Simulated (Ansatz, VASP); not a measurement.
# Two plane-wave programs on NbH2

```
Nb H
1.0
     0.00000    2.28213    2.28213
     2.28213    0.00000    2.28213
     2.28213    2.28213    0.00000
Nb H
1 2
Direct
  0.00000 0.00000 0.00000
  0.25000 0.25000 0.25000
  0.75000 0.75000 0.75000
```

Alike in both runs: task single point; functional r2SCAN; k mesh 13 × 13 × 13; occupations fermi-dirac, width 0.0134 eV; no spin polarisation.

```csv
,VASP,Ansatz
version,VASP 6.6.1,Ansatz 0.2.0
potentials or method,"VASP PAW PBE potentials, release 64 (Nb_sv, H)",PAW plane waves
plane-wave cutoff (eV),520,500
valence electrons in the cell,15,15
```

Ansatz gave:

```
pressure (GPa) : -2.1
```

Task: What did VASP give for the same quantities?

Result: Pressure (GPa): -2.4.

The functional is the same, so the differences come from potentials, cutoffs and numerics.

Caveats: the PAW data sets were made with another functional, which shifts forces and pressure a little (VASP).
